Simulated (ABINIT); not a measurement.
AgBr: band structure with LDA

AgBr:

```
Ag Br
1.0
     0.00000    2.87015    2.87015
     2.87015    0.00000    2.87015
     2.87015    2.87015    0.00000
Ag Br
1 1
Direct
  0.00000 0.00000 0.00000
  0.50000 0.50000 0.50000
```

- Program: ABINIT 10.8.3 (patched build)
- Task: band structure
- Functional: LDA
- Potentials or basis: JTH PAW LDA v2.0
- Cutoff: 463 eV
- k mesh: 8 × 8 × 8
- Occupations: fermi-dirac, width 0.05 eV
- Spin: spin-orbit coupling, no magnetisation
- Fine-grid cutoff: 925.187 eV

```
Pressure                                              : -4.2 GPa
Band gap on the k mesh                                : 0.28 eV, indirect (least direct gap 2.12 eV)
Band gap along the path                               : 0.28 eV, indirect (least direct gap 2.12 eV)
Valence electrons inside the program's atomic spheres : Ag 9.66; Br 4.88
```

Levels at the corners of the path, in eV from the valence-band top:
```csv
point,band 14,band 15,band 16,band 17,band 18,band 19,band 20,band 21,band 22,band 23
Γ,-2.39,-1.83,-1.83,-1.83,-1.83,0.28,0.28,9.76,9.76,9.76
X,-2.73,-2.34,-2.34,-2.24,-2.24,1.25,1.25,6.85,6.85,8.76
W,-2.29,-2.22,-2.22,-1.66,-1.66,3.51,3.51,6.81,6.81,7.39
K,-2.25,-2.07,-2.07,-1.30,-1.30,2.65,2.65,6.58,6.58,7.97
Γ,-2.39,-1.83,-1.83,-1.83,-1.83,0.28,0.28,9.76,9.76,9.76
L,-2.18,-0.15,-0.15,0.00,0.00,3.40,3.40,6.29,6.29,6.39
U,-2.25,-2.07,-2.07,-1.30,-1.30,2.65,2.65,6.58,6.58,7.97
W,-2.29,-2.22,-2.22,-1.66,-1.66,3.51,3.51,6.81,6.81,7.39
L,-2.18,-0.15,-0.15,0.00,0.00,3.40,3.40,6.29,6.29,6.39
K,-2.25,-2.07,-2.07,-1.30,-1.30,2.65,2.65,6.58,6.58,7.97
```

Wall time 3.4 min on 1 thread of Arm Neoverse V1, on a shared host, peak memory 0.26 GiB.
